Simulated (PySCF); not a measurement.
Question: Write Cartesian coordinates for `O=C1C=CC(=O)O1` as optimised with CAM-B3LYP/6-31G*.

Answer: 
```xyz
9
C4H2O3 angstrom
O     -2.236   -1.280   -0.289
C     -1.134   -0.830   -0.354
C     -0.690    0.570   -0.602
C      0.638    0.588   -0.594
C      1.117   -0.800   -0.341
O      2.230   -1.219   -0.263
O      0.001   -1.605   -0.199
H     -1.394    1.376   -0.755
H      1.322    1.414   -0.738
```

Orientation and origin are arbitrary. Atoms count from 1 in this order. The 4 C–O bonds span 1.192 Å (C5=O6, drawn double) to 1.383 Å (C5–O7, drawn single), a spread of 0.191 Å. The 5-membered ring C2–C3–C4–C5–O7 has internal angles of 107.5° to 109.0°; it is planar, 0.00 Å rms from its mean plane, widest ring torsion 0°. The 7 heavy atoms lie in one plane (0.004 Å rms). The C–C distances run from 1.329 Å (C3=C4, drawn double) to 1.490 Å (C4–C5, drawn single), a spread of 0.161 Å.

Bonds between heavy atoms (Å): O1=C2 1.192, C2–C3 1.490, C3=C4 1.329, C4–C5 1.490, C5=O6 1.192, C5–O7 1.383, C2–O7 1.383.

Computed, not measured: CAM-B3LYP/6-31G* geometry optimisation, gas phase in PySCF.

Point group: C2v (every atom within 0.08 Å of its image). Whether it is a minimum is left open (no frequencies).
